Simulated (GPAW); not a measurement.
## In in GPAW: convergence with k mesh

Input of the first run (k mesh 2 × 2 × 2); the others differ in this setting and in those tied to it:

Contents of run.py:

```python
from ase.dft.bandgap import bandgap
from ase.io import read, write
from ase.units import GPa
from gpaw import GPAW, PW

atoms = read('POSCAR')

calc = GPAW(mode=PW(600),
            xc='PBE',
            kpts={'size': (2, 2, 2), 'gamma': True},
            occupations={'name': 'fermi-dirac', 'width': 0.05},
            nbands=14,
            convergence={'density': 1e-05, 'energy': 1e-05},
            maxiter=100,
            txt='gpaw.txt')
atoms.calc = calc
energy = atoms.get_potential_energy()
forces = atoms.get_forces()
stress = atoms.get_stress()
calc.write('gs.gpw')
write('result.traj', atoms)
print(f'Energy: {energy:.6f} eV')
print('Forces (eV/A):')
print(forces.round(4))
print('Stress (GPa):', (stress / GPa).round(3))
print('Fermi level:', round(calc.get_fermi_level(), 4), 'eV')
print(f'Gap: {bandgap(calc)[0]:.4f} eV, direct: {bandgap(calc, direct=True)[0]:.4f} eV')
```

File POSCAR:

```
In
1.0
   -1.8825252400      1.8825252400      1.8825252400
    1.8825252400     -1.8825252400      1.8825252400
    1.8825252400      1.8825252400     -1.8825252400
In
1
Direct
    0.0000000000      0.0000000000      0.0000000000
```

Potentials or basis: GPAW PAW data sets (gpaw-data 1.2.1), pw.

Launch:

```bash
$ OMP_NUM_THREADS=1 python run.py
```

This isn't the form of In at room conditions, which is tetragonal.

Hardware: 1 thread of Arm Neoverse N1 (shared host).

| k mesh | energy less the tightest run, at zero smearing (meV/atom) | pressure (GPa) | SCF cycles | CPU time (s) | peak memory (GiB) |
| --- | --- | --- | --- | --- | --- |
| 2 × 2 × 2 | -660.48 | -0.94 | 8 | 3.4 | 0.13 |
| 3 × 3 × 3 | 239.72 | 0.27 | 8 | 3.7 | 0.13 |
| 4 × 4 × 4 | 198.23 | 1.64 | 8 | 4.6 | 0.13 |
| 5 × 5 × 5 | 30.69 | 0.56 | 8 | 5.1 | 0.13 |
| 6 × 6 × 6 | -26.07 | 0.36 | 8 | 6.5 | 0.13 |
| 8 × 8 × 8 | 33.87 | 1.31 | 8 | 9.7 | 0.13 |
| 9 × 9 × 9 | 5.29 | 1.56 | 8 | 11 | 0.14 |
| 11 × 11 × 11 | 0.31 | 1.20 | 8 | 16 | 0.14 |
| 13 × 13 × 13 | 0.00 | 1.11 | 8 | 23 | 0.15 |

Against the tightest run, the energy stays within 1 meV/atom from 11 × 11 × 11 on; the pressure stays within 0.1 GPa from 11 × 11 × 11 on. Meshes of other sizes hit other points, so gaps and Fermi surfaces needn't settle smoothly. The tightest run that finished is the yardstick and may itself not be fully converged.
